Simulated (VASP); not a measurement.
# PbS (I4mm) in VASP: a series of runs

Runs on PbS. Level: PBE. Tasks: single point.

Everything below comes from runs of VASP 6.6.1. Logs are shortened: lines on timing, memory, paths and dates and some standing lists are left out, and cuts for length are marked.

## (1) The cell of the first run

It takes space group I4mm (No. 107, tetragonal). Conventional cell: a = 4.389 Å, b = 4.389 Å, c = 6.118 Å, α = 90.00°, β = 90.00°, γ = 90.00°. Pb (site symmetry 4mm) has 5 S at 2.75 to 3.12 Å as nearest neighbours. Around S (site symmetry 4mm) lie 5 Pb at 2.75 to 3.12 Å.

Measurements of this composition are mostly on another form, of space group No. 225.

## (2) Single point, PBE (strained and moved within a subgroup)

Input file INCAR:

```
ALGO = Normal
EDIFF = 1E-7
ENCUT = 520
GGA = PE
ISIF = 2
ISMEAR = 0
LASPH = T
LCHARG = T
LELF = T
LREAL = F
LVHAR = T
LWAVE = F
NBANDS = 17
NELM = 100
PREC = Accurate
SIGMA = 0.05
```

Input file KPOINTS:

```
k-points
0
Gamma
  10 10 10
```

Input file POSCAR:

```
PbS
1.0
    0.0000000000      3.0587829500      3.1032579500
    3.1032579500      0.0000000000      3.1032579500
    3.1032579500      3.0587829500      0.0000000000
Pb S
1 1
Direct
   -0.0252951096      0.0252951096     -0.0252951096
    0.5252951096      0.4747048904      0.5252951096
```

Potentials or basis: VASP PAW PBE potentials, release 64 (Pb_d, S).

The run is started by

```bash
> cat potpaw_PBE.64/Pb_d/POTCAR potpaw_PBE.64/S/POTCAR > POTCAR
> mpirun -np 1 vasp_std > vasp.out
```

OUTCAR:

```text
EDIFF = 1E-7
   ENCUT = 520
   GGA = PE
   ISIF = 2
   ISMEAR = 0
   LASPH = T
   LREAL = F
   NELM = 100
   PREC = Accurate

 ion  position               nearest neighbor table
   1  0.975  0.025  0.975-   2 2.75   2 3.12   2 3.12   2 3.12   2 3.12   2 3.37
   2  0.525  0.475  0.525-   1 2.75   1 3.12   1 3.12   1 3.12   1 3.12   1 3.37

  LATTYP: Found a body centered tetragonal cell.
 ALAT       =     4.3886694804
 C/A-ratio  =     1.3939454605

  Lattice vectors:

 A1 = (   0.0000000000,  -3.0587829500,   3.1032579500)
 A2 = (   0.0000000000,  -3.0587829500,  -3.1032579500)
 A3 = (   3.1032579500,   3.0587829500,   0.0000000000)

Analysis of symmetry for initial positions (statically):
=====================================================================
 Subroutine PRICEL returns:
 Original cell was already a primitive cell.

 Routine SETGRP: Setting up the symmetry group for a
 body centered tetragonal supercell.

 Subroutine GETGRP returns: Found  8 space group operations
 (whereof  8 operations were pure point group operations)
 out of a pool of 16 trial point group operations.

The static configuration has the point symmetry C_4v.

Analysis of symmetry for dynamics (positions and initial velocities):
=====================================================================
 Subroutine PRICEL returns:
 Original cell was already a primitive cell.

 Routine SETGRP: Setting up the symmetry group for a
 body centered tetragonal supercell.

 Subroutine GETGRP returns: Found  8 space group operations
 (whereof  8 operations were pure point group operations)
 out of a pool of 16 trial point group operations.

The dynamic configuration has the point symmetry C_4v.

 Subroutine INISYM returns: Found  8 space group operations
 (whereof  8 operations are pure point group operations),
 and found     1 'primitive' translations

----------------------------------------------------------------------------------------

                                     Primitive cell

  volume of cell :      58.9134

  direct lattice vectors                    reciprocal lattice vectors
     0.000000000  3.058782950  3.103257950    -0.161120992  0.163463707  0.161120992
     3.103257950  0.000000000  3.103257950     0.161120992 -0.163463707  0.161120992
     3.103257950  3.058782950  0.000000000     0.161120992  0.163463707 -0.161120992

  length of vectors
     4.357334396  4.388669480  4.357334396     0.280428835  0.280428835  0.280428835

  position of ions in fractional coordinates (direct lattice)
     0.974704890  0.025295110  0.974704890
     0.525295110  0.474704890  0.525295110

  ion indices of the primitive-cell ions
   primitive index   ion index
                 1           1
                 2           2

----------------------------------------------------------------------------------------

 KPOINTS: k-points

Automatic generation of k-mesh.
 Grid dimensions read from file:
 generate k-points for:   10   10   10

 Generating k-lattice:

  Cartesian coordinates                     Fractional coordinates (reciprocal lattice)
    -0.016112099  0.016346371  0.016112099     0.100000000  0.000000000  0.000000000
     0.016112099 -0.016346371  0.016112099     0.000000000  0.100000000  0.000000000
     0.016112099  0.016346371 -0.016112099     0.000000000  0.000000000  0.100000000

  Length of vectors
     0.028042884  0.028042884  0.028042884

  Shift w.r.t. Gamma in fractional coordinates (k-lattice)
     0.000000000  0.000000000  0.000000000

 Subroutine IBZKPT returns following result:
 ===========================================

 Found    102 irreducible k-points:

 Following reciprocal coordinates:
            Coordinates               Weight
  0.000000  0.000000  0.000000      1.000000
  0.100000  0.000000 -0.000000      8.000000
  0.200000  0.000000 -0.000000      8.000000
  0.300000  0.000000  0.000000      8.000000
  0.400000  0.000000  0.000000      8.000000
  0.500000  0.000000 -0.000000      4.000000
[... 16 lines left out ...]
  0.300000  0.300000  0.000000      4.000000
  0.400000  0.300000  0.000000     16.000000
 [... further k-points ...]
   k-points           NKPTS =    102   k-points in BZ     NKDIM =    102   number of bands    NBANDS=     17
   number of dos      NEDOS =    301   number of ions     NIONS =      2
   total plane-waves  NPLWV =  36864
   dimension x,y,z NGX =    32 NGY =   36 NGZ =   32
   dimension x,y,z NGXF=    64 NGYF=   72 NGZF=   64
   ions per type =               1   1
   NGX,Y,Z   is equivalent  to a cutoff of  12.21, 13.64, 12.21 a.u.
   NGXF,Y,Z  is equivalent  to a cutoff of  24.42, 27.27, 24.42 a.u.
 SYSTEM =  unknown system
   PREC   = accura    normal or accurate (medium, high low for compatibility)
   ISTART =      0    job   : 0-new  1-cont  2-samecut
   ICHARG =      2    charge: 1-file 2-atom 10-const
   ISPIN  =      1    spin polarized calculation?
   LNONCOLLINEAR =      F non collinear calculations
   LSORBIT =      F    spin-orbit coupling
   LASPH  =      T    aspherical Exc in radial PAW
   ENCUT  =  520.0 eV  38.22 Ry    6.18 a.u.   8.10  8.16  8.10*2*pi/ulx,y,z
   NELM   =    100;   NELMIN=  2; NELMDL= -5     # of ELM steps
   EDIFF  = 0.1E-06   stopping-criterion for ELM
   LREAL  =      F    real-space projection
   EDIFFG = 0.1E-05   stopping-criterion for IOM
   NSW    =      0    number of steps for IOM
   IBRION =     -1    ionic relax: 0-MD 1-quasi-New 2-CG
   NFREE  =      0    steps in history (QN), initial steepest desc. (CG)
   ISIF   =      2    stress and relaxation
   ISYM   =      2    0-nonsym 1-usesym 2-fastsym
   POTIM  = 0.5000    time-step for ionic-motion
   TEBEG  =    0.0;   TEEND  =   0.0 temperature during run
   PSTRESS=    0.0 pullay stress
   NELECT =      20.0000    total number of electrons
   NUPDOWN=      -1.0000    fix difference up-down
   EMIN   =  10.00;   EMAX   =-10.00  energy-range for DOS
   EFERMI =   0.00;   METHOD = LEGACY
   ISMEAR =     0;   SIGMA  =   0.05  broadening in eV -4-tet -1-fermi 0-gaus
   EFERMI_NEDOS =   21; number of points for ismear=-14 and -15
   IALGO  =     38    algorithm
   IMIX   =      4    mixing-type and parameters
     AMIX     =   0.40;   BMIX     =  1.00
     AMIX_MAG =   1.60;   BMIX_MAG =  1.00
  volume/ion in A,a.u.               =      29.46       198.78
  Fermi-wavevector in a.u.,A,eV,Ry     =   1.142037  2.158136 17.745366  1.304248
  Thomas-Fermi vector in A             =   2.278735
   LORBIT       =      0    0 simple, 1 ext, 2 COOP (PROOUT), +10 PAW based schemes
   GGA     = PE    functional components
   LHFCALC =     F    Hartree Fock is set to
   AEXX    =    0.0000 exact exchange contribution
   IVDW    =     0    specifies the selected vdW correction
   LEPSILON=     F    determine dielectric tensor
   LRPA    =     F    only Hartree local field effects (RPA)
 non-spin polarized calculation
 Gauss-broadening in eV      SIGMA  =   0.05
  energy-cutoff  :      520.00
  volume of cell :       58.91
 maximum number of plane-waves:      1602
   NGX = 17   NGY = 17   NGZ = 17

 number of electron      20.0000004 magnetization

 Free energy of the ion-electron system (eV)
  ---------------------------------------------------
  ext. energy  EPLUGINS =         0.00000000
  ---------------------------------------------------
  free energy    TOTEN  =        -8.70562369 eV

  energy without entropy =       -8.70562369  energy(sigma->0) =       -8.70562369

 E-fermi :   4.3328     XC(G=0):  -9.0999

 val. band max:        4.0627267953   @ k =   0.5000   0.0000  -0.0000
 cond. band min:       5.1870593399   @ k =   0.5000   0.0000  -0.0000
 fundamental gap:      1.1243325446
 Fermi energy:         4.3327816657

 k-point     1 :       0.0000    0.0000    0.0000
  band No.  band energies     occupation
      1     -12.3183      2.00000
      2     -12.3011      2.00000
      3     -12.2872      2.00000
      4     -12.2872      2.00000
      5     -12.2799      2.00000
      6      -8.3739      2.00000
[... 9 lines left out ...]
     16      11.7196      0.00000
     17      12.7541      0.00000

 k-point     2 :       0.1000    0.0000   -0.0000
  band No.  band energies     occupation
      1     -12.3172      2.00000
      2     -12.3019      2.00000
      3     -12.2870      2.00000
      4     -12.2850      2.00000
      5     -12.2806      2.00000
      6      -8.3040      2.00000
[... 9 lines left out ...]
     16      11.7645      0.00000
     17      13.5115      0.00000

 k-point     3 :       0.2000    0.0000   -0.0000
  band No.  band energies     occupation
      1     -12.3148      2.00000
      2     -12.3050      2.00000
      3     -12.2899      2.00000
      4     -12.2784      2.00000
      5     -12.2782      2.00000
      6      -8.1061      2.00000
[... 9 lines left out ...]
     16      12.1343      0.00000
     17      14.8802      0.00000

 k-point     4 :       0.3000    0.0000    0.0000
  band No.  band energies     occupation
      1     -12.3134      2.00000
      2     -12.3095      2.00000
      3     -12.2946      2.00000
      4     -12.2729      2.00000
      5     -12.2691      2.00000
      6      -7.8219      2.00000
[... 9 lines left out ...]
     16      12.8817      0.00000
     17      16.0322      0.00000

 k-point     5 :       0.4000    0.0000    0.0000
  band No.  band energies     occupation
      1     -12.3141      2.00000
      2     -12.3133      2.00000
      3     -12.2975      2.00000
      4     -12.2677      2.00000
      5     -12.2616      2.00000
      6      -7.5433      2.00000
[... 9 lines left out ...]
     16      13.8952      0.00000
     17      15.4859      0.00000

 k-point     6 :       0.5000    0.0000   -0.0000
  band No.  band energies     occupation
      1     -12.3148      2.00000
      2     -12.3148      2.00000
      3     -12.2982      2.00000
      4     -12.2656      2.00000
      5     -12.2587      2.00000
      6      -7.4193      2.00000
[... 9 lines left out ...]
     16      14.6768      0.00000
     17      14.8151      0.00000

 k-point     7 :       0.1000    0.1000    0.0000
  band No.  band energies     occupation
      1     -12.3151      2.00000
      2     -12.3040      2.00000
      3     -12.2887      2.00000
      4     -12.2846      2.00000
      5     -12.2791      2.00000
      6      -8.2829      2.00000
[... 9 lines left out ...]
     16      12.1254      0.00000
     17      13.1515      0.00000

 k-point     8 :       0.2000    0.1000   -0.0000
  band No.  band energies     occupation
      1     -12.3119      2.00000
      2     -12.3085      2.00000
      3     -12.2891      2.00000
      4     -12.2833      2.00000
      5     -12.2755      2.00000
      6      -8.1295      2.00000
[... 9 lines left out ...]
     16      12.5480      0.00000
     17      14.0054      0.00000
[... 203 lines left out ...]
      1     -12.3357      2.00000
      2     -12.3022      2.00000
      3     -12.2896      2.00000
      4     -12.2763      2.00000
      5     -12.2580      2.00000
      6      -7.3485      2.00000
[... 9 lines left out ...]
     16      14.9503      0.00000
     17      15.2526      0.00000

 k-point    20 :      -0.4000    0.2000    0.0000
  band No.  band energies     occupation
      1     -12.3315      2.00000
      2     -12.3042      2.00000
      3     -12.2927      2.00000
      4     -12.2702      2.00000
      5     -12.2614      2.00000
      6      -7.3074      2.00000
[... 9 lines left out ...]
     16      13.9683      0.00000
     17      15.7724      0.00000

 k-point    21 :      -0.3000    0.2000    0.0000
  band No.  band energies     occupation
      1     -12.3234      2.00000
      2     -12.3069      2.00000
      3     -12.2950      2.00000
      4     -12.2698      2.00000
      5     -12.2646      2.00000
      6      -7.4640      2.00000
[... 9 lines left out ...]
     16      14.1072      0.00000
     17      15.1162      0.00000

 k-point    22 :      -0.2000    0.2000    0.0000
  band No.  band energies     occupation
      1     -12.3144      2.00000
      2     -12.3109      2.00000
      3     -12.2941      2.00000
      4     -12.2763      2.00000
      5     -12.2652      2.00000
      6      -7.7203      2.00000
[... 9 lines left out ...]
     16      13.7788      0.00000
     17      14.4840      0.00000

 k-point    23 :       0.3000    0.3000    0.0000
  band No.  band energies     occupation
      1     -12.3432      2.00000
      2     -12.2976      2.00000
      3     -12.2955      2.00000
      4     -12.2748      2.00000
      5     -12.2599      2.00000
      6      -7.6626      2.00000
[... 9 lines left out ...]
     16      14.2921      0.00000
     17      15.1358      0.00000

 k-point    24 :       0.4000    0.3000    0.0000
  band No.  band energies     occupation
      1     -12.3537      2.00000
      2     -12.2974      2.00000
      3     -12.2918      2.00000
      4     -12.2743      2.00000
      5     -12.2547      2.00000
      6      -7.4591      2.00000
[... 9 lines left out ...]
     16      14.9151      0.00000
     17      15.8215      0.00000

 [... further k-points ...]
[... 5 lines left out ...]
  --------------------------------------------------------------------------------------
  -------------------------------------------------------------------------------------
  Total       -1.3190471     -0.0632681     -1.3190471      0.0000000      0.0000000      0.0000000
  in kB      -35.8720742     -1.7206041    -35.8720742      0.0000000      0.0000000      0.0000000
  external PRESSURE =     -24.4882508 kB  Pullay stress =       0.0000000 kB

 VOLUME and BASIS-vectors are now :
 -----------------------------------------------------------------------------
  energy-cutoff  :      520.00
  volume of cell :       58.91
      direct lattice vectors                 reciprocal lattice vectors
     0.000000000  3.058782950  3.103257950    -0.161120992  0.163463707  0.161120992
     3.103257950  0.000000000  3.103257950     0.161120992 -0.163463707  0.161120992
     3.103257950  3.058782950  0.000000000     0.161120992  0.163463707 -0.161120992

 POSITION                                       TOTAL-FORCE (eV/Angst)
 -----------------------------------------------------------------------------------
      3.10326      5.96282      3.10326         0.000000      0.173374      0.000000
      3.10326      3.21353      3.10326         0.000000     -0.173374      0.000000
 -----------------------------------------------------------------------------------
    total drift:                                0.000001      0.000207      0.000001

  FREE ENERGIE OF THE ION-ELECTRON SYSTEM (eV)
  ---------------------------------------------------
  free  energy   TOTEN  =        -8.7056236881 eV

  energy  without entropy=       -8.7056236881  energy(sigma->0) =       -8.70562369
```

Wall time 48 s (1 thread of AMD EPYC 9R45 (Zen 5), shared host); peak memory 0.22 GiB.

What came out:

| Item | Value |
| --- | --- |
| Free energy | -8.7056 eV |
| Pressure | -2.4 GPa |
| Largest force | 0.173 eV/Å |
| Band gap on the k mesh | 1.12 eV, direct |

Forces in eV/Å, atoms in the order of the input:
```
Pb   0.000  0.173  0.000
S    0.000 -0.173  0.000
```

Levels at points of the mesh, in eV from the valence-band top:
| k point | band 7 | band 8 | band 9 | band 10 | band 11 | band 12 | band 13 | band 14 |
| --- | --- | --- | --- | --- | --- | --- | --- | --- |
| (0.00, 0.00, 0.00) | -5.90 | -1.58 | -1.28 | -1.28 | 4.61 | 4.61 | 5.48 | 7.32 |
| (0.50, 0.00, 0.00) | -7.91 | -1.32 | -1.12 | 0.00 | 1.12 | 2.47 | 2.88 | 8.57 |
| (0.50, 0.50, 0.00) | -6.75 | -3.96 | -2.50 | -2.29 | 3.75 | 5.35 | 5.92 | 6.25 |
| (0.50, 0.00, 0.50) | -7.15 | -3.65 | -2.48 | -2.48 | 4.59 | 5.47 | 5.47 | 5.70 |

Caveat: spin-orbit coupling is left out, which as a rule narrows the gap of such compounds by several tenths of an eV. A k mesh can miss the band edges.

## (3) Single point, PBE (all atoms moved at random, cell strained at random)

Input file INCAR:

```
PREC     = Accurate       # precision mode
ENCUT    = 520            # plane-wave cutoff, eV
EDIFF    = 1E-7           # SCF threshold, eV
ISMEAR   = 0              # smearing method
SIGMA    = 0.05           # smearing width, eV
LREAL    = False          # projectors in reciprocal space
LASPH    = True           # aspherical terms in the spheres
NELM     = 100            # most SCF steps
ALGO     = Fast           # electronic algorithm
ISIF     = 2              # what is computed and relaxed
LWAVE    = False          # write WAVECAR
LCHARG   = False          # write CHGCAR
GGA      = PE             # functional
NBANDS   = 17             # bands
```

Input file KPOINTS:

```
Automatic mesh
0
Gamma
  10 10 10
```

Input file POSCAR:

```
PbS
1.0
    0.0107036500      2.9623018500      2.9254172500
    2.9824638500      0.0057521000      2.9303688000
    2.9615606000      2.9463501500      0.0266553500
Pb S
1 1
Direct
   -0.0061838111      0.0007908938      0.0076441821
    0.5061838111      0.4992091062      0.4923558179
```

Potentials or basis: VASP PAW PBE potentials, release 64 (Pb_d, S).

The run is started by

```bash
> cat potpaw_PBE.64/Pb_d/POTCAR potpaw_PBE.64/S/POTCAR > POTCAR
> mpirun -np 1 vasp_std > vasp.out
```

Run time: 3.3 min. Hardware: 1 thread of Intel Xeon 6975P-C (Granite Rapids), shared host; peak memory 0.51 GiB.

Results (log left out):

| Property | Result |
| --- | --- |
| Free energy | -8.7290 eV |
| Pressure | 3.7 GPa |
| Largest force | 0.049 eV/Å |
| Band gap on the k mesh | 0.25 eV, indirect (least direct gap 0.29 eV) |

Forces in eV/Å, atoms in the order of the input:
```
Pb  -0.030 -0.008  0.038
S    0.030  0.008 -0.038
```

Stress tensor (GPa, compression positive):
```
 2.65  0.07 -0.21
 0.07  3.24 -0.14
-0.21 -0.14  5.18
```

Levels at points of the mesh, in eV from the valence-band top:
```tsv
k point	band 6	band 7	band 8	band 9	band 10	band 11	band 12	band 13	band 14	band 15
(0.00, 0.00, 0.00)	-13.86	-6.05	-2.44	-2.32	-2.26	5.04	5.13	5.43	6.54	6.62
(0.50, 0.00, 0.00)	-12.57	-9.04	-1.97	-1.91	-0.06	0.29	1.82	1.92	8.62	9.91
(0.00, 0.50, 0.00)	-12.57	-9.05	-1.95	-1.92	-0.01	0.27	1.85	1.94	8.62	9.90
(0.50, 0.50, 0.00)	-12.03	-7.35	-5.46	-3.70	-3.63	3.64	5.56	5.70	5.79	11.10
(0.00, 0.00, 0.50)	-12.55	-8.99	-1.98	-1.95	-0.13	0.25	1.76	1.84	8.63	9.97
(0.50, 0.00, 0.50)	-12.11	-7.28	-5.44	-3.75	-3.53	3.69	5.53	5.58	5.96	11.09
(0.00, 0.50, 0.50)	-12.13	-7.27	-5.41	-3.71	-3.55	3.73	5.49	5.63	5.92	11.12
(0.50, 0.50, 0.50)	-12.57	-9.07	-1.96	-1.89	0.00	0.30	1.85	1.99	8.62	9.95
```

Caveat: spin-orbit coupling is left out, which as a rule narrows the gap of such compounds by several tenths of an eV. A k mesh can miss the band edges.
